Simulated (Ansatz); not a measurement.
# Germanium, fcc under PBEsol: ground state and equation of state

Aim: take germanium in the fcc structure, relax it, solve it on a dense k-mesh, then scale the cell to 7 volumes from 88 to 112 % of the relaxed one and try a fit of the equation of state. Spin polarisation is left out. The k-meshes are 13×13×13 for the relaxation; 21×21×21 for the dense run; 15×15×15 for the volumes.

This is Ge in the fcc structure; at room conditions it is diamond.

Program: Ansatz 0.2.0. Level of theory: DFT PBEsol, plane waves (420 eV) with PAW, scalar-relativistic; PBE-made PAW files. These are calculated values, not measurements.

### Step 1. The starting structure

The structure is cubic, space group Fm-3m (No. 225). The conventional cell has a = 4.253 Å, b = 4.253 Å, c = 4.253 Å, α = 90.00°, β = 90.00°, γ = 90.00°. Ge (site symmetry m-3m) has 12 Ge at 3.01 Å as nearest neighbours.

Structure file:

```
CELL_PARAMETERS angstrom
0.00000 2.12674 2.12674
2.12674 0.00000 2.12674
2.12674 2.12674 0.00000
ATOMIC_POSITIONS crystal
Ge 0.00000 0.00000 0.00000
```

### Step 2. Relaxing cell and atoms

The input, input.yaml:

```yaml
crystal:
  lattice:
    - [0.0, 2.1267354152, 2.1267354152]
    - [2.1267354152, 0.0, 2.1267354152]
    - [2.1267354152, 2.1267354152, 0.0]
  atoms:
    - { symbol: Ge, position: [0.0, 0.0, 0.0] }
hamiltonian:
  xc: pbesol
  pseudopotentials:
    kind: paw
    azcp:
      Ge: "pseudopotentials/Ge.paw.azcp"
basis:
  ecutwfc: 420
  fft_grid_basis: typed
kpoints:
  mp_grid: { grid: [13, 13, 13], shift: [0, 0, 0] }
magnetization:
  spin_polarized: false
scf:
  occupations: { method: fermi_dirac, width: 0.1 }
relax:
  max_steps: 60
  f_tol: 0.01
  cell: {}
output:
  write_density: true
  write_potential: true
  elf: true
  volumetric_format: npy
```

After this run come: Single point on a dense mesh; At 88 % of the relaxed volume; At 92 % of the relaxed volume; At 96 % of the relaxed volume; At 100 % of the relaxed volume; At 104 % of the relaxed volume; At 108 % of the relaxed volume; At 112 % of the relaxed volume.

Q: Predict the outcome of this session. Wanted: space group; conventional cell; volume; shortest distance; gap on the mesh; relative to diamond; V₀, B₀, B₀′.

The runs gave:

```
                      quantity                         value
space group (spins left aside)               Fm-3m (No. 225)
             conventional cell                   a = 4.199 Å
                        volume                18.514 Å³/atom
             shortest distance                       2.969 Å
               gap on the mesh  none (levels filled in part)
           relative to diamond                 +275 meV/atom
                   V₀, B₀, B₀′   18.637 Å³/atom, 72 GPa, 3.9
```

In words: From the guessed start the volume shrank by 3.8 % in 5 steps. Against the reference form of germanium (diamond, computed apart with the same settings) it stands 275 meV/atom higher, so it is far from stable. Levels at the Fermi energy are filled in part, as in a metal. The fitted modulus is 72 GPa. Relaxation kept the symmetry; phonons were not checked.
